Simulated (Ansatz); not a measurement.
KF built on the rocksalt prototype, relaxed with r2SCAN in Ansatz 0.2.0. The symmetry is Fm-3m (No. 225, cubic); conventional cell a = 5.318 Å, 18.80 Å³ an atom. K is surrounded by 6 F at 2.66 Å; F is surrounded by 6 K at 2.66 Å.

The axes x, y and z are those of this cell:
```
K F
1.0
     0.00000    2.65896    2.65896
     2.65896    0.00000    2.65896
     2.65896    2.65896    0.00000
K F
1 1
Direct
  0.00000 0.00000 0.00000
  0.50000 0.50000 0.50000
```

Unstrained: With PBE the gap is 6.259 eV and direct, at Γ. r2SCAN gives a direct gap of 6.908 eV at Γ. The HSE06 gap is direct at Γ: 8.263 eV. Meshes: PBE 8×8×8, r2SCAN 8×8×8, HSE06 6×6×6. Strains are changes of length per length, and xy shears are angles. After each strain the atoms were relaxed again with r2SCAN within the symmetry that the strain leaves, so tilts or polar shifts that break it weren't tested; points keep the names that they have in the unstrained zone. No spin polarisation and no zero-point or thermal motion.

(1) Apply xy shear, engineering strain (angle) -2.5 %. How far does the gap move, against the unstrained cell?

(2) Apply uniaxial -0.5 % along z, other directions held. How far does the gap move, against the unstrained cell?

(3) Apply uniaxial -4.0 % along [111], other directions held. How far does the gap move, against the unstrained cell?

(4) One strain changed the r2SCAN stress by xx -2.52, yy -2.52, zz -2.52 GPa (compression positive) and the gap by -0.451 eV (PBE), -0.456 eV (r2SCAN), -0.487 eV (HSE06). Which kind of strain was it, and roughly how large?

(5) One strain changed the r2SCAN stress by xx +0.71, yy +0.71, zz +0.71, xy -0.36, xz -0.36, yz -0.36 GPa (compression positive) and the gap by +0.086 eV (PBE), +0.091 eV (r2SCAN), +0.096 eV (HSE06). Which kind of strain was it, and roughly how large?

Answers

(1) PBE: the gap goes from 6.259 to 6.245 eV (-0.014 eV); with r2SCAN the top three valence levels at Γ, degenerate before, become 1+1+1 from the top over 23 meV. r2SCAN: the gap goes from 6.908 to 6.896 eV (-0.012 eV). HSE06: the gap goes from 8.263 to 8.250 eV (-0.013 eV). The r2SCAN energy rises by 0.4 meV an atom.

(2) PBE: the gap goes from 6.259 to 6.280 eV (+0.021 eV). r2SCAN: the gap goes from 6.908 to 6.930 eV (+0.022 eV). HSE06: the gap goes from 8.263 to 8.287 eV (+0.024 eV). The r2SCAN energy rises by 0.1 meV an atom.

(3) PBE: the gap goes from 6.259 to 6.451 eV (+0.192 eV); with r2SCAN the top three valence levels at Γ, degenerate before, become 1+2 from the top over 34 meV. r2SCAN: the gap goes from 6.908 to 7.108 eV (+0.200 eV). HSE06: the gap goes from 8.263 to 8.474 eV (+0.211 eV). The r2SCAN energy rises by 5.0 meV an atom.

(4) Isotropic +3.0 % on every length. The pattern of the stress gives the kind; the size needs the stiffness, so it is an estimate.

(5) Epitaxial -2.0 % in the plane normal to [111], free normal strain +2.06 %. The pattern of the stress gives the kind; the size needs the stiffness, so it is an estimate.

The meshes of the hybrids are coarse, so their gaps aren't converged to the digits shown.

The splittings at Γ are without spin-orbit coupling, which regroups them where it is of like size or larger.
